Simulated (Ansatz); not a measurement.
# C: the order of phases at one pressure

Aim: bring C in several structures (fcc, bcc, hcp, omega, graphite, beta tin) to one pressure and rank them by enthalpy. The pressure is set by scaling the first phase. Methods of the runs shown: LAPW. Companion runs by PAW are cited.

Method: DFT, PBE, all-electron LAPW, scalar-relativistic, in Ansatz 0.2.0.

**1. The starting structure**

Symmetry: Fm-3m, No. 225, cubic system. The conventional cell has a = 2.967 Å, b = 2.967 Å, c = 2.967 Å, α = 90.00°, β = 90.00°, γ = 90.00°. C (site symmetry m-3m) has 12 C at 2.10 Å as nearest neighbours.

Structure file:

```
CELL_PARAMETERS angstrom
0.00000 1.48350 1.48350
1.48350 0.00000 1.48350
1.48350 1.48350 0.00000
ATOMIC_POSITIONS crystal
C 0.00000 0.00000 0.00000
```

**2. Fcc relaxed under pressure, LAPW**

input.yaml reads:

```yaml
crystal:
  lattice:
    - [0.0, 1.4835041688, 1.4835041688]
    - [1.4835041688, 0.0, 1.4835041688]
    - [1.4835041688, 1.4835041688, 0.0]
  atoms:
    - { symbol: C, position: [0.0, 0.0, 0.0] }
kpoints:
  mp_grid: { grid: [23, 23, 23] }
scf:
  occupations: { method: fermi_dirac, width: 0.1 }
hamiltonian:
  xc: pbe
  pseudopotentials: { kind: all_electron, lapw: { basis_error: 0.0005 } }
output:
  forces: true
  stress: true
  eigenvalues: true
relax:
  f_tol: 0.005
  max_steps: 12
  cell: { p_target: 21.0, stress_tol: 0.03 }
```

Command:

```
$ ansatz run input.yaml --threads 1 --pin off --max-ram 3584MiB --backend cpu --events-out ev --progress --plain --runs-dir out
```

After this run come: Bcc relaxed under pressure, LAPW; Hcp relaxed under pressure, LAPW; Omega relaxed under pressure, LAPW; Graphite at the cell that PAW relaxed, LAPW; Beta tin relaxed under pressure, LAPW.

Before running it: what results should come out? Wanted: pressure; lowest (for each run or level that gives them).

**Answer**, as computed:

```
     quantity                                    value
     pressure                                   21 GPa
lowest (LAPW)  beta tin, 193.7 meV/atom under graphite
 lowest (PAW)  beta tin, 194.1 meV/atom under graphite
```

What this shows: By LAPW the order is beta tin < graphite < omega < hcp < bcc < fcc. By PAW the order is beta tin < graphite < omega < hcp < bcc < fcc. Some starts changed symmetry on relaxing: beta tin ended as Fd-3m. The methods agree on the lowest phase. Only these structures were tried, with electrons smeared by 0.1 eV and without vibrations, so the true ground state may be another. The k meshes differ between phases and weren't tested, which can move differences by some meV. The hcp start ended with c/a = 0.91, far from close packing.
